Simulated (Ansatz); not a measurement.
Ba:

```
Ba
1.0
     3.91772    0.00000    0.00000
     0.00000    3.91772    0.00000
     0.00000    0.00000    3.91772
Ba
1
Direct
  0.00000 0.00000 0.00000
```

This isn't the form of Ba at room conditions, which is bcc.

Base run:

- Program: Ansatz 0.2.0
- Functional: PBEsol
- Potentials or basis: all-electron LAPW, scalar-relativistic
- Cutoff: 95 eV (chosen from the basis error)
- Basis error allowed: 0.001 eV/atom
- k mesh: 7 × 7 × 7
- Occupations: gaussian, width 0.02 eV
- Spin: no spin polarisation

Its results: band gap on the k mesh 0.12 eV, indirect (least direct gap 0.22 eV); pressure -0.5 GPa.

Task: The run is repeated on the same cell with these changes: functional from PBEsol to LDA. What comes out?

Result: Band gap on the k mesh 0.06 eV, indirect (least direct gap 0.21 eV); pressure -1.1 GPa.

LDA binds more tightly than PBEsol, so the same cell stands under less pressure.

Caveats: spin-orbit coupling is left out, which moves the levels of the heavy elements; an odd mesh through Γ misses points on the zone boundary, where band edges often lie.
